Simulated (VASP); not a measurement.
Crystal: GePt.

```
CELL_PARAMETERS angstrom
3.07105 0.00000 0.00000
0.00000 3.07105 0.00000
0.00000 0.00000 3.07105
ATOMIC_POSITIONS crystal
Ge 0.50000 0.50000 0.50000
Pt 0.00000 0.00000 0.00000
```

The cell was built by a generator and needn't be a form met in nature.

```yaml
Program: VASP 6.6.1
Task: relaxation of cell and atoms
Functional: PBE
Potentials_or_basis: VASP PAW PBE potentials, release 64 (Ge_d, Pt)
Cutoff: 520 eV
k_mesh: 7 × 7 × 7
Occupations: gaussian, width 0.15 eV
Spin: no spin polarisation
```

At the start: pressure 23.4 GPa; volume 14.48 Å³/atom.

Where does the relaxation end?

Over 6 steps the energy falls by 116.0 meV/atom and the volume is 16.18 Å³/atom (+11.7 %); space group Pm-3m (No. 221, to 0.05 Å).

Step by step:
| step | energy change (eV) | largest force (eV/Å) | pressure (GPa) | volume (Å³) |
| --- | --- | --- | --- | --- |
| 1 | 0.0000 | 0.0000 | 23.40 | 28.96 |
| 2 | 0.1161 | 0.0000 | -16.46 | 38.77 |
| 3 | -0.2332 | 0.0000 | -1.75 | 32.90 |
| 4 | -0.2335 | 0.0000 | -1.28 | 32.58 |
| 5 | -0.2226 | 0.0000 | 3.15 | 31.80 |
| 6 | -0.2321 | 0.0000 | 0.40 | 32.35 |

Final structure:
```
CELL_PARAMETERS angstrom
3.18639 0.00000 0.00000
0.00000 3.18639 0.00000
0.00000 0.00000 3.18639
ATOMIC_POSITIONS crystal
Ge 0.50000 0.50000 0.50000
Pt 0.00000 0.00000 0.00000
```
